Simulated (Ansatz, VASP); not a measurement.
# Two plane-wave programs on BN

Contents of POSCAR:

```
BN
1.0
    2.5064254139      0.0000000000      0.0000000000
   -1.2532127069      2.1706280811      0.0000000000
    0.0000000000      0.0000000000      6.6141239161
B N
2 2
Direct
    0.3333333333      0.6666666667      0.2500000000
    0.6666666667      0.3333333333      0.7500000000
    0.3333333333      0.6666666667      0.7500000000
    0.6666666667      0.3333333333      0.2500000000
```

Contents of INCAR.step1:

```
  PREC = Accurate
  ENCUT = 520
  ISMEAR = 0
  SIGMA = 0.02
  LREAL = False
  LASPH = True
  NELM = 60
  NBANDS = 16
  GGA = PE
  ALGO = Normal
  EDIFF = 1E-4
  LWAVE = True
  LCHARG = False
```

Contents of INCAR.step2:

```
  PREC = Accurate
  ENCUT = 520
  EDIFF = 1E-6
  ISMEAR = 0
  SIGMA = 0.02
  LREAL = False
  LASPH = True
  NELM = 60
  ALGO = Normal
  ISIF = 2
  LWAVE = False
  LCHARG = False
  METAGGA = R2SCAN
  LMIXTAU = True
  NBANDS = 16
  ISTART = 1
```

KPOINTS

```
regular mesh
0
Gamma
  12 12 4
```

Input for Ansatz:

```yaml
crystal:
  lattice:
    - [2.5064254139, 0.0, 0.0]
    - [-1.2532127069, 2.1706280811, 0.0]
    - [0.0, 0.0, 6.6141239161]
  atoms:
    - { symbol: B, position: [0.3333333333, 0.6666666667, 0.25] }
    - { symbol: B, position: [0.6666666667, 0.3333333333, 0.75] }
    - { symbol: "N", position: [0.3333333333, 0.6666666667, 0.75] }
    - { symbol: "N", position: [0.6666666667, 0.3333333333, 0.25] }
basis:
  ecutwfc: 500
kpoints:
  mp_grid: { grid: [12, 12, 4] }
  band_path:
    path:
      - [[0.0, 0.0, 0.0], [0.5, 0.0, 0.0], [0.33333333, 0.33333333, 0.0], [0.0, 0.0, 0.0], [0.0, 0.0, 0.5], [0.5, 0.0, 0.5], [0.33333333, 0.33333333, 0.5], [0.0, 0.0, 0.5]]
      - [[0.5, 0.0, 0.5], [0.5, 0.0, 0.0]]
      - [[0.33333333, 0.33333333, 0.5], [0.33333333, 0.33333333, 0.0]]
    npoints: 14
hamiltonian:
  xc: r2scan
scf:
  occupations: { method: gaussian, width: 0.02 }
  n_extra_bands: 10
output:
  forces: true
  stress: true
  eigenvalues: true
  populations: true
  dos: { projected: true, de: 0.02, nscf_kmesh: { grid: [18, 18, 6] } }
  bader: true
```

Alike in both runs: task single point; functional r2SCAN; k mesh 12 × 12 × 4; occupations gaussian, width 0.02 eV; no spin polarisation.

```csv
,VASP,Ansatz
version,VASP 6.6.1,Ansatz 0.2.0
potentials or method,"VASP PAW PBE potentials, release 64 (B, N)","scalar-relativistic, plane waves, PAW"
plane-wave cutoff (eV),520,500
valence electrons in the cell,16,16
```

Ansatz gave:

```
gap on the k mesh at the Fermi level (eV)       : 4.82
least direct gap on the mesh (eV)               : 5.25
pressure (GPa)                                  : -1.3
largest component of the traceless stress (GPa) : 2.32
```

Q: What did VASP give for the same quantities?

A: gap on the k mesh at the Fermi level (eV): 4.86; least direct gap on the mesh (eV): 5.28; pressure (GPa): -0.9; largest component of the traceless stress (GPa): 1.65.

With one functional, cell and mesh, what is left measures potentials, basis and numerics.

Caveats: the PAW data sets were made with another functional, which shifts forces and pressure a little (VASP). A k mesh can miss the band edges.
